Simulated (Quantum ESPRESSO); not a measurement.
# ZnS (F-43m) in Quantum ESPRESSO: equation of state

How stiff is ZnS in PBE, and what volume does it want? The cell is scaled to several volumes.

Everything below comes from runs of Quantum ESPRESSO 7.5. Logs are shortened: lines on timing, memory, paths and dates and some standing lists are left out, and cuts for length are marked.

**The experiment to reproduce.**

From “Electronic, vibrational, and thermodynamic properties of ZnS (zincblende and rocksalt structure)”, 2009, arxiv:0911.5022, for a bulk crystal of ZnS: bulk modulus 76.9 GPa.

How close the calculation comes is told below.

**1. Starting point**

It takes space group F-43m (No. 216, cubic). The conventional cell has a = 5.404 Å, b = 5.404 Å, c = 5.404 Å, α = 90.00°, β = 90.00°, γ = 90.00°. Zn (site symmetry -43m) is surrounded by 4 S at 2.34 Å. S (site symmetry -43m) has 4 Zn at 2.34 Å as nearest neighbours.

**2. Single point, PBE, 18.54 Å³/atom**

pw.in reads:

```
&CONTROL
  calculation = 'scf'
  prefix = 'pwscf'
  outdir = './tmp'
  pseudo_dir = './pseudo'
  tprnfor = .true.
  tstress = .true.
  disk_io = 'nowf'
/
&SYSTEM
  ibrav = 0
  nat = 2
  ntyp = 2
  ecutwfc = 55
  ecutrho = 440
  nbnd = 20
  occupations = 'smearing'
  smearing = 'fd'
  degauss = 0.00367493
/
&ELECTRONS
  conv_thr = 4d-10
  electron_maxstep = 120
  mixing_beta = 0.5
/
ATOMIC_SPECIES
Zn    65.3800 Zn_pbe_v1.uspp.F.UPF
S     32.0600 s_pbe_v1.4.uspp.F.UPF
CELL_PARAMETERS angstrom
   0.0000000000    2.6468416657    2.6468416657
   2.6468416657    0.0000000000    2.6468416657
   2.6468416657    2.6468416657    0.0000000000
ATOMIC_POSITIONS crystal
Zn     0.7500000000    0.7500000000    0.7500000000
S      0.0000000000    0.0000000000    0.0000000000
K_POINTS automatic
9 9 9 0 0 0
```

Potentials or basis: SSSP 1.3 efficiency PBE.

On the command line:

```
$ OMP_NUM_THREADS=1 pw.x -in pw.in > pw.out
```

pw.out:

```text
This program is part of the open-source Quantum ESPRESSO suite
     for quantum simulation of materials; please cite
[... 6 lines left out ...]
     using ibrav=0 with symmetry is DISCOURAGED, use correct ibrav instead

     Subspace diagonalization in iterative solution of the eigenvalue problem:
     a serial algorithm will be used

     G-vector sticks info
     --------------------
     sticks:   dense  smooth     PW     G-vecs:    dense   smooth      PW
     Sum        1519     757    241                39189    13803    2397

     Using Slab Decomposition

     bravais-lattice index     =            0
     lattice parameter (alat)  =       7.0736  a.u.
     unit-cell volume          =     250.2710 (a.u.)^3
     number of atoms/cell      =            2
     number of atomic types    =            2
     number of electrons       =        26.00
     number of Kohn-Sham states=           20
     kinetic-energy cutoff     =      55.0000  Ry
     charge density cutoff     =     440.0000  Ry
     scf convergence threshold =      4.0E-10
     mixing beta               =       0.5000
     number of iterations used =            8  plain     mixing
     Exchange-correlation=  SLA  PW   PBX  PBC
                           (   1   4   3   4   0   0   0)

     celldm(1)=   7.073622  celldm(2)=   0.000000  celldm(3)=   0.000000
     celldm(4)=   0.000000  celldm(5)=   0.000000  celldm(6)=   0.000000

     crystal axes: (cart. coord. in units of alat)
               a(1) = (   0.000000   0.707107   0.707107 )
               a(2) = (   0.707107   0.000000   0.707107 )
               a(3) = (   0.707107   0.707107   0.000000 )

     reciprocal axes: (cart. coord. in units 2 pi/alat)
               b(1) = ( -0.707107  0.707107  0.707107 )
               b(2) = (  0.707107 -0.707107  0.707107 )
               b(3) = (  0.707107  0.707107 -0.707107 )

     PseudoPot. # 1 for Zn read from file:
     Zn_pbe_v1.uspp.F.UPF
     Pseudo is Ultrasoft, Zval = 20.0
     Generated by new atomic code, or converted to UPF format
     Using radial grid of  943 points,  6 beta functions with:
                l(1) =   0
                l(2) =   0
                l(3) =   1
                l(4) =   1
                l(5) =   2
                l(6) =   2
     Q(r) pseudized with  8 coefficients,  rinner =    1.100   1.100   1.100
                                                       1.100   1.100

     PseudoPot. # 2 for S  read from file:
     s_pbe_v1.4.uspp.F.UPF
     Pseudo is Ultrasoft + core correction, Zval =  6.0
     Generated by new atomic code, or converted to UPF format
     Using radial grid of  907 points,  6 beta functions with:
                l(1) =   0
                l(2) =   0
                l(3) =   1
                l(4) =   1
                l(5) =   2
                l(6) =   2
     Q(r) pseudized with  8 coefficients,  rinner =    1.300   1.300   1.300
                                                       1.300   1.300

     atomic species   valence    mass     pseudopotential
     Zn               20.00    65.38000     Zn( 1.00)
     S                 6.00    32.06000     S ( 1.00)

     24 Sym. Ops. (no inversion) found

   Cartesian axes

     site n.     atom                  positions (alat units)
         1        Zn     tau(   1) = (   1.0606602   1.0606602   1.0606602  )
         2        S      tau(   2) = (   0.0000000   0.0000000   0.0000000  )

     number of k points=    35  Fermi-Dirac smearing, width (Ry)=  0.0037
                       cart. coord. in units 2pi/alat
        k(    1) = (   0.0000000   0.0000000   0.0000000), wk =   0.0027435
        k(    2) = (   0.0785674   0.0785674  -0.0785674), wk =   0.0219479
        k(    3) = (   0.1571348   0.1571348  -0.1571348), wk =   0.0219479
        k(    4) = (   0.2357023   0.2357023  -0.2357023), wk =   0.0219479
        k(    5) = (   0.3142697   0.3142697  -0.3142697), wk =   0.0219479
        k(    6) = (   0.1571348   0.0000000   0.0000000), wk =   0.0164609
[... 27 lines left out ...]
        k(   34) = (  -0.0000000  -0.4714045   0.6285394), wk =   0.0658436
        k(   35) = (  -0.0785674  -0.3928371   0.7071068), wk =   0.0658436

     Dense  grid:    39189 G-vectors     FFT dimensions: (  48,  48,  48)

     Smooth grid:    13803 G-vectors     FFT dimensions: (  36,  36,  36)

     Initial potential from superposition of free atoms

     starting charge      25.9998, renormalised to      26.0000
     Starting wfcs are   17 randomized atomic wfcs +    3 random wfcs

     Self-consistent Calculation

     iteration #  1     ecut=    55.00 Ry     beta= 0.50
     Davidson diagonalization with overlap
     ethr =  1.00E-02,  avg # of iterations =  5.1

     Threshold (ethr) on eigenvalues was too large:
     Diagonalizing with lowered threshold

     Davidson diagonalization with overlap
     ethr =  4.17E-04,  avg # of iterations =  1.2

     total energy              =    -485.73697521 Ry
     estimated scf accuracy    <       0.10590687 Ry

     iteration #  2     ecut=    55.00 Ry     beta= 0.50
     Davidson diagonalization with overlap
     ethr =  4.07E-04,  avg # of iterations =  2.0

     total energy              =    -485.76128591 Ry
     estimated scf accuracy    <       0.02893991 Ry

     iteration #  3     ecut=    55.00 Ry     beta= 0.50
     Davidson diagonalization with overlap
     ethr =  1.11E-04,  avg # of iterations =  2.4

     total energy              =    -485.76743083 Ry
     estimated scf accuracy    <       0.00203237 Ry

     iteration #  4     ecut=    55.00 Ry     beta= 0.50
     Davidson diagonalization with overlap
     ethr =  7.82E-06,  avg # of iterations =  4.2

     total energy              =    -485.76760917 Ry
     estimated scf accuracy    <       0.00029108 Ry

     iteration #  5     ecut=    55.00 Ry     beta= 0.50
     Davidson diagonalization with overlap
     ethr =  1.12E-06,  avg # of iterations =  1.8
[... 8 lines left out ...]
     total energy              =    -485.76762900 Ry
     estimated scf accuracy    <       0.00000045 Ry

     iteration #  7     ecut=    55.00 Ry     beta= 0.50
     Davidson diagonalization with overlap
     ethr =  1.72E-09,  avg # of iterations =  1.4

     total energy              =    -485.76762902 Ry
     estimated scf accuracy    <       0.00000004 Ry

     iteration #  8     ecut=    55.00 Ry     beta= 0.50
     Davidson diagonalization with overlap
     ethr =  1.54E-10,  avg # of iterations =  2.0

     total energy              =    -485.76762903 Ry
     estimated scf accuracy    <          9.4E-09 Ry

     iteration #  9     ecut=    55.00 Ry     beta= 0.50
     Davidson diagonalization with overlap
     ethr =  3.61E-11,  avg # of iterations =  2.0

     End of self-consistent calculation

          k = 0.0000 0.0000 0.0000 (  1759 PWs)   bands (ev):

  -117.4115 -71.5801 -71.5801 -71.5801  -5.9567   1.0446   1.0446   1.0446
     1.6225   1.6225   7.6433   7.6433   7.6433  10.0201  13.9568  13.9568
    13.9568  19.3250  19.3250  19.8687

          k = 0.0786 0.0786-0.0786 (  1738 PWs)   bands (ev):

  -117.4115 -71.5801 -71.5801 -71.5801  -5.8532   1.0401   1.0638   1.0638
     1.6207   1.6207   6.6801   7.5104   7.5104  10.7159  13.9009  14.1795
    14.1795  18.8223  18.8223  20.5424

          k = 0.1571 0.1571-0.1571 (  1733 PWs)   bands (ev):

  -117.4115 -71.5802 -71.5801 -71.5801  -5.5724   1.0566   1.1089   1.1089
     1.6218   1.6218   5.0669   7.2043   7.2043  11.2712  14.4277  14.5652
    14.5652  18.4791  18.4791  20.1990

          k = 0.2357 0.2357-0.2357 (  1730 PWs)   bands (ev):

  -117.4114 -71.5803 -71.5801 -71.5801  -5.2124   1.1516   1.1516   1.1813
     1.6361   1.6361   3.5338   6.8939   6.8939  11.2098  14.6331  14.6331
    15.6835  19.1900  19.1900  19.6783

          k = 0.3143 0.3143-0.3143 (  1712 PWs)   bands (ev):

  -117.4114 -71.5803 -71.5801 -71.5801  -4.9464   1.1727   1.1727   1.5506
     1.6549   1.6549   2.3304   6.7063   6.7063  11.0808  14.5184  14.5184
    16.6118  19.9336  20.5943  20.5943
[... 57 lines left out ...]
  -117.4114 -71.5802 -71.5801 -71.5801  -5.1649   0.9881   1.2384   1.2434
     1.5897   1.6730   4.3736   6.0211   6.1252  12.0748  12.6976  15.5967
    16.3929  17.8128  20.3166  23.0548

          k = 0.4714 0.1571-0.1571 (  1724 PWs)   bands (ev):

  -117.4114 -71.5803 -71.5802 -71.5801  -4.8752   1.0860   1.2748   1.3397
     1.6769   1.6838   3.2628   5.4576   5.9802  12.0231  13.5569  15.4860
    16.3042  19.4139  21.1464  22.5338

          k =-0.1571-0.4714 0.4714 (  1717 PWs)   bands (ev):

  -117.4114 -71.5803 -71.5802 -71.5801  -4.7294   1.1543   1.2771   1.5119
     1.6565   1.9138   2.4477   5.0120   6.0941  12.1397  13.9954  15.9779
    16.2804  19.4537  20.3621  22.5722

          k =-0.0786-0.3928 0.3928 (  1734 PWs)   bands (ev):

  -117.4114 -71.5803 -71.5802 -71.5801  -4.8196   1.1746   1.2479   1.4686
     1.6200   1.7144   2.9446   4.8639   6.4280  12.4401  14.1477  15.6748
    15.9093  18.6849  20.1400  22.6475

          k = 0.0000-0.3143 0.3143 (  1724 PWs)   bands (ev):

  -117.4114 -71.5802 -71.5802 -71.5801  -5.0862   1.1710   1.1932   1.2045
     1.5982   1.6762   3.8636   5.2542   6.8564  12.6023  14.4429  14.5803
    15.2557  17.6961  21.3970  22.1499

          k = 0.4714 0.0000 0.0000 (  1728 PWs)   bands (ev):

  -117.4115 -71.5803 -71.5802 -71.5802  -4.9616   0.9455   1.3149   1.3149
     1.6020   1.6893   4.0316   5.7114   5.7114  11.4368  12.1883  17.2926
    17.6043  17.6043  20.5321  24.9135

          k = 0.5500 0.0786-0.0786 (  1720 PWs)   bands (ev):

  -117.4114 -71.5803 -71.5802 -71.5802  -4.7369   0.9902   1.3643   1.3774
     1.6946   1.7097   3.3714   5.1743   5.5140  11.4446  12.3306  17.0796
    17.9718  19.4019  21.1622  23.1302

          k =-0.0786-0.5500 0.5500 (  1715 PWs)   bands (ev):

  -117.4114 -71.5803 -71.5802 -71.5802  -4.6062   1.0865   1.3668   1.4608
     1.6740   1.9396   2.8061   4.4712   5.6048  11.6530  13.4146  16.9006
    17.5262  19.3179  20.6161  23.0180

          k =-0.0000-0.4714 0.4714 (  1700 PWs)   bands (ev):

  -117.4114 -71.5802 -71.5802 -71.5801  -4.6423   1.1482   1.3224   1.5507
     1.6393   1.9100   2.7611   4.2000   5.9526  12.0470  14.4104  16.5470
    16.7329  18.5446  19.2930  24.3877

          k = 0.6285 0.0000 0.0000 (  1720 PWs)   bands (ev):

  -117.4114 -71.5803 -71.5802 -71.5802  -4.6046   0.9508   1.4235   1.4235
     1.7089   1.7875   3.0259   5.2486   5.2486  10.9630  11.7552  18.7683
    19.4839  19.4839  21.0616  22.7182

          k = 0.0000-0.6285 0.6285 (  1714 PWs)   bands (ev):

  -117.4114 -71.5803 -71.5802 -71.5802  -4.5522   0.9962   1.4247   1.4420
     1.6998   1.9115   2.8195   4.8487   5.2830  11.1918  12.1237  18.3561
    19.0655  19.8456  21.1124  22.3573

          k = 0.3143 0.1571 0.0000 (  1728 PWs)   bands (ev):

  -117.4115 -71.5802 -71.5801 -71.5801  -5.3445   1.0259   1.1716   1.1834
     1.5900   1.6586   4.7373   6.0556   6.8422  12.4174  13.0407  14.9175
    15.6464  17.4319  19.9443  22.7364

          k = 0.3928 0.2357-0.0786 (  1720 PWs)   bands (ev):

  -117.4114 -71.5802 -71.5801 -71.5801  -5.0275   1.1185   1.2053   1.2770
     1.6168   1.6772   3.6228   5.5098   6.4930  12.5342  13.6737  14.7194
    16.0714  18.2588  21.2725  21.9818

          k =-0.2357-0.3928 0.5500 (  1731 PWs)   bands (ev):

  -117.4114 -71.5803 -71.5802 -71.5801  -4.7986   1.1761   1.2346   1.4931
     1.6471   1.7879   2.5831   5.3260   6.2017  12.4721  13.6248  15.4244
    16.4863  19.1661  21.0715  21.8709

          k = 0.4714 0.1571 0.0000 (  1710 PWs)   bands (ev):

  -117.4114 -71.5803 -71.5801 -71.5801  -4.9091   1.0275   1.2758   1.3344
     1.6377   1.6861   3.7398   5.3167   5.8509  12.2161  12.7058  15.4839
    17.5768  18.3038  21.2937  23.1615

          k =-0.1571-0.4714 0.6285 (  1718 PWs)   bands (ev):

  -117.4114 -71.5803 -71.5802 -71.5801  -4.6955   1.1232   1.3028   1.4419
     1.6613   1.8142   3.0064   4.7862   5.5795  12.4100  13.5148  15.2932
    17.6034  18.9731  21.6694  22.3243

          k =-0.0786-0.3928 0.5500 (  1722 PWs)   bands (ev):

  -117.4114 -71.5803 -71.5802 -71.5801  -4.6422   1.1704   1.3022   1.5525
     1.6124   1.9550   2.6644   4.4672   5.6787  12.6608  13.9989  15.5256
    17.1361  18.5142  20.6964  23.0286

          k = 0.0000-0.3143 0.4714 (  1734 PWs)   bands (ev):

  -117.4114 -71.5803 -71.5802 -71.5801  -4.7802   1.1846   1.2389   1.4435
     1.6325   1.7302   3.1787   4.6206   6.0692  13.0142  13.9154  14.5908
    17.1348  18.2758  20.6011  23.2322

          k =-0.0786-0.5500 0.7071 (  1717 PWs)   bands (ev):

  -117.4114 -71.5803 -71.5802 -71.5802  -4.5949   1.0360   1.3847   1.4410
     1.6855   1.8716   2.9619   4.9345   5.1097  11.7143  12.4279  17.0614
    18.5605  19.6818  21.7452  22.4610

          k =-0.0000-0.4714 0.6285 (  1715 PWs)   bands (ev):

  -117.4114 -71.5803 -71.5802 -71.5801  -4.5584   1.1171   1.3749   1.4903
     1.6465   2.0332   2.7500   4.3952   5.2172  12.1805  13.4642  16.6689
    16.9909  19.7724  21.0167  22.8829

          k =-0.0786-0.3928 0.7071 (  1723 PWs)   bands (ev):

  -117.4114 -71.5803 -71.5802 -71.5802  -4.5743   1.1690   1.3440   1.5228
     1.6029   2.0153   2.8014   4.4565   5.0267  13.1999  13.7753  15.1583
    16.7294  19.7949  21.4624  22.8228

     the Fermi energy is     8.6176 ev

!    total energy              =    -485.76762903 Ry
     estimated scf accuracy    <          4.0E-10 Ry
     smearing contrib. (-TS)   =      -0.00000000 Ry
     internal energy E=F+TS    =    -485.76762903 Ry

     The total energy is F=E-TS. E is the sum of the following terms:
     one-electron contribution =    -447.06798576 Ry
     hartree contribution      =     231.12302630 Ry
     xc contribution           =     -50.75534012 Ry
     ewald contribution        =    -219.06732945 Ry

     convergence has been achieved in   9 iterations

     Forces acting on atoms (cartesian axes, Ry/au):

     atom    1 type  1   force =     0.00000000    0.00000000    0.00000000
     atom    2 type  2   force =     0.00000000    0.00000000    0.00000000

     Total force =     0.000000     Total SCF correction =     0.000000

     Computing stress (Cartesian axis) and pressure

          total   stress  (Ry/bohr**3)                   (kbar)     P=       71.02
   0.00048281   0.00000000   0.00000000           71.02        0.00        0.00
   0.00000000   0.00048281  -0.00000000            0.00       71.02       -0.00
  -0.00000000  -0.00000000   0.00048281           -0.00       -0.00       71.02

=------------------------------------------------------------------------------=
   JOB DONE.
=------------------------------------------------------------------------------=
```

Wall time 34 s (1 thread of AMD EPYC 7R43 (Zen 3), shared host); peak memory 0.21 GiB.

What came out:

```
Free energy            : -6609.2053 eV
Pressure               : 7.1 GPa
Band gap on the k mesh : 2.38 eV, direct
```

[end of part 1 of 2]
